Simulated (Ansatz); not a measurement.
**Al: substituted relatives**

An exercise on one series of results from a longer session: the logs are not shown, and one member is left open.

Method: DFT PBEsol, scalar-relativistic, plane waves, PAW, in Ansatz 0.2.0.

1 further run of the same task is left out (set aside as unsound or not needed).

## The structure to begin with

The structure is cubic, space group Fm-3m (No. 225). The conventional cell has a = 4.015 Å, b = 4.015 Å, c = 4.015 Å, α = 90.00°, β = 90.00°, γ = 90.00°. Al (site symmetry m-3m) has 12 Al at 2.84 Å as nearest neighbours.

As a file:

```
Al
1.0
     0.00000    2.00770    2.00770
     2.00770    0.00000    2.00770
     2.00770    2.00770    0.00000
Al
1
Direct
  0.00000 0.00000 0.00000
```

It goes back to an entry of the Materials Project.

It is the result of an earlier relaxation at this level (volume 16.19 Å³/atom; gap on the mesh: none (metal)).

The first run:

Contents of input.yaml:

```yaml
crystal:
  lattice:
    - [0.0, 1.5891208739, 1.5891208739]
    - [1.5891208739, 0.0, 1.5891208739]
    - [1.5891208739, 1.5891208739, 0.0]
  atoms:
    - { symbol: B, position: [0.0, 0.0, 0.0] }
basis:
  ecutwfc: 420
kpoints:
  mp_grid: { grid: [10, 10, 10] }
hamiltonian:
  xc: pbesol
scf:
  occupations: { method: gaussian, width: 0.1 }
output:
  forces: true
  stress: true
  eigenvalues: true
```

Launch:

```sh
> ansatz run input.yaml --threads 1 --pin off --max-ram 2560MiB --backend cpu --events-out ev --progress --plain --runs-dir out
```

Steps of the session up to this table: A first look at the start (B); Coarse relaxation (B); Full relaxation (B); Quick check of gap, pressure and forces (Y); Full relaxation (Y); Relaxation repeated from the new cell (Y).

One table of the session follows, with a row left open; its other results are not shown here.

It belongs to the step «The crystals compared». Lengths are those of the vectors of the cell that was run:

| swap | volume (Å³/atom) | a (Å) | b (Å) | c (Å) |
| --- | --- | --- | --- | --- |
| none | 16.19 | 2.839 | 2.839 | 2.839 |
| Al → Fe | 9.88 | 2.409 | 2.409 | 2.409 |
| Al → B | 5.82 | 2.019 | 2.019 | 2.019 |
| Al → Y | ? | ? | ? | ? |

**Question.** Estimate the row for Al → Y.

**Answer.** volume (Å³/atom): 30.83; a (Å): 3.520; b (Å): 3.520; c (Å): 3.520. In the column «volume (Å³/atom)» it is the highest.

Lengths are those of the computed cell. Rows of earlier swaps come from the sessions before.
